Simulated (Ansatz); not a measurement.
# Tl: frozen-core PAW against all-electron methods

```
Tl
1.0
     3.25101    0.00000    0.00000
     0.00000    3.25101    0.00000
     0.00000    0.00000    3.25101
Tl
1
Cartesian
  0.0000 0.0000 0.0000
```

Conventional cell: a = 3.251 Å, b = 3.251 Å, c = 3.251 Å, α = 90.00°, β = 90.00°, γ = 90.00°. Tl (atom 1) has 6 Tl at 3.25 Å as nearest neighbours.

The structure comes from a relaxation in the same program, started in the sc type, and has space group Pm-3m. Whether it is a known phase or the ground state wasn't checked.

No spin–orbit coupling, which matters for the heavy atoms here.

Methods: DFT, PBE, PAW with Ansatz's default frozen-core files, scalar-relativistic (Ansatz 0.2.0); DFT, PBE, all-electron PAW with datasets made for the crystal, scalar-relativistic (Ansatz 0.2.0); DFT, PBE, all-electron LAPW, scalar-relativistic (Ansatz 0.2.0).

For PAW: a Γ-centred 13×13×13 k mesh, Fermi–Dirac smearing of 0.08 eV, cutoff 420 eV, no spin polarisation. The crystal-made all-electron datasets (AE datasets) take a cutoff of 260 eV at this cell. LAPW targets a basis error of 0.25 meV/atom. The Ansatz runs share mesh, smearing and spin set-up. Plane-wave (PAW) pressures include the program's estimate of the Pulay term.

Stress and pressure are positive in compression.

Levels count from the Fermi level.

| quantity | PAW | AE datasets | LAPW |
| --- | --- | --- | --- |
| pressure (GPa) | 0.01 | 0.02 | 0.02 |
| highest filled level at M (eV) | -0.458 | -0.459 | -0.459 |
| lowest empty level at M (eV) | 4.457 | 4.456 | 4.456 |
| highest filled level at Γ (eV) | -9.330 | -9.330 | -9.330 |
| lowest empty level at Γ (eV) | 6.394 | 6.394 | 6.394 |

PAW's pressure differs from the LAPW value by about 0.01 GPa or less.
